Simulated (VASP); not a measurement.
Here is a VASP 6.6.1 calculation.

POSCAR

```
HfB2
1.0
    3.1272675614      0.0000000000      0.0000000000
   -1.5636337807      2.7082931526      0.0000000000
    0.0000000000      0.0000000000      3.4469749437
Hf B
1 2
Direct
    0.0000000000      0.0000000000      0.0000000000
    0.3333333333      0.6666666667      0.5000000000
    0.6666666667      0.3333333333      0.5000000000
```

File INCAR.step1:

```
PREC = Accurate
ENCUT = 520
ISMEAR = 0
SIGMA = 0.1
LREAL = F
LASPH = T
NELM = 100
NBANDS = 15
GGA = PE
ALGO = Normal
EDIFF = 1E-4
LWAVE = T
LCHARG = F
```

Contents of INCAR.step2:

```
PREC = Accurate
ENCUT = 520
EDIFF = 1E-6
ISMEAR = 0
SIGMA = 0.1
LREAL = F
LASPH = T
NELM = 100
ALGO = Normal
ISIF = 2
LWAVE = F
LCHARG = F
METAGGA = R2SCAN
LMIXTAU = T
NBANDS = 15
ISTART = 1
```

Contents of KPOINTS:

```
Automatic mesh
0
Gamma
  15 15 12
```

Potentials or basis: VASP PAW PBE potentials, release 64 (Hf_pv, B).

Command:

```console
$ cat potpaw_PBE.64/Hf_pv/POTCAR potpaw_PBE.64/B/POTCAR > POTCAR
$ cp INCAR.step1 INCAR
$ mpirun -np 1 vasp_std > vasp.out
$ cp INCAR.step2 INCAR
$ mpirun -np 1 vasp_std > vasp.out
```

Q: Predict the pressure.

A: 3.3 GPa.

Q: Predict the band gap on the k mesh.

A: None (metal or under the smearing width).

Stress tensor (GPa, compression positive):
```
2.57 0.00 0.00
0.00 2.57 0.00
0.00 0.00 4.87
```

Caveat: the PAW data sets were made with another functional, which shifts forces and pressure a little. Spin-orbit coupling is left out, which matters for the levels of Hf.
